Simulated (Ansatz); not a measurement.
# ZnS: stress in a strained cell

Aim: deform ZnS (zz strain of +1 %) and compute stress, forces and field gradients with LAPW, PAW and all-electron datasets made for the crystal.

Method: DFT PBE, scalar-relativistic, in Ansatz 0.2.0.

## 1. The starting structure

The structure is cubic, space group F-43m (No. 216). The conventional cell has a = 5.409 Å, b = 5.409 Å, c = 5.409 Å, α = 90.00°, β = 90.00°, γ = 90.00°. Around Zn (site symmetry -43m) lie 4 S at 2.34 Å. S (site symmetry -43m) has 4 Zn at 2.34 Å as nearest neighbours.

Coordinates:

```
CELL_PARAMETERS angstrom
0.00000 2.70465 2.70465
2.70465 0.00000 2.70465
2.70465 2.70465 0.00000
ATOMIC_POSITIONS crystal
Zn 0.00000 0.00000 0.00000
S 0.75000 0.75000 0.75000
```

Atoms are numbered in the order of the input: Zn1, S2.

## 2. The deformed structure

Space group F-43m before, I-4m2 after.

## 3. LAPW, all electrons

The input, input.yaml:

```yaml
crystal:
  lattice:
    - [0.0, 2.70465, 2.7316965]
    - [2.70465, 0.0, 2.7316965]
    - [2.70465, 2.70465, 0.0]
  atoms:
    - { symbol: Zn, position: [0.0, 0.0, 0.0] }
    - { symbol: S, position: [0.75, 0.75, 0.75] }
kpoints:
  mp_grid: { grid: [8, 8, 8] }
  band_path:
    path:
      - [0.0, 0.0, 0.0]
      - [0.5, 0.0, 0.5]
      - [0.75, 0.25, 0.5]
      - [0.5, 0.5, 0.5]
      - [0.0, 0.0, 0.0]
      - [0.5, 0.5, 0.0]
      - [0.6274629938, 0.6274629938, 0.2549259876]
      - [0.3725370062, 0.3725370062, 0.7450740124]
      - [0.0, 0.0, 0.0]
    npoints: 5
scf:
  occupations: { method: fermi_dirac, width: 0.01 }
hamiltonian:
  xc: pbe
  pseudopotentials: { kind: all_electron, lapw: { basis_error: 0.00025 } }
output:
  forces: true
  stress: true
  eigenvalues: true
```

Launch:

```console
$ ansatz run input.yaml --threads 1 --pin off --max-ram 3072MiB --backend cpu --events-out ev --progress --plain --runs-dir out
```

## 4. PAW with frozen cores

The input, input.yaml:

```yaml
crystal:
  lattice:
    - [0.0, 2.70465, 2.7316965]
    - [2.70465, 0.0, 2.7316965]
    - [2.70465, 2.70465, 0.0]
  atoms:
    - { symbol: Zn, position: [0.0, 0.0, 0.0] }
    - { symbol: S, position: [0.75, 0.75, 0.75] }
kpoints:
  mp_grid: { grid: [8, 8, 8] }
scf:
  occupations: { method: fermi_dirac, width: 0.01 }
hamiltonian:
  xc: pbe
  pseudopotentials: { kind: paw }
output:
  forces: true
  stress: true
  eigenvalues: true
  efg: { contact_densities: true }
```

## 5. Datasets made for this crystal

input.yaml, as its differences from that of step 4:

```diff
@@ -14,3 +14,3 @@
   xc: pbe
-  pseudopotentials: { kind: paw }
+  pseudopotentials: { kind: all_electron, datasets: crystal }
 output:
```

(Steps that only read results are left out.)

Q: Predict the outcome of this session. Wanted: pressure; largest shear or deviatoric stress.

As calculated:

| quantity | value |
| --- | --- |
| pressure | LAPW 0.65, PAW 0.64, crystal datasets 0.65 GPa |
| largest shear or deviatoric stress (LAPW) | 0.28 GPa |

**Reading.** The largest part of the stress beyond the pressure is 0.28 GPa in size, in the zz component; the atoms are carried along and not relaxed. No run of the undeformed cell stands beside it, so the pressure holds what the given cell had before the change. PAW: stress within 0.01 GPa of LAPW. Crystal datasets: stress within 0.01 GPa of LAPW.
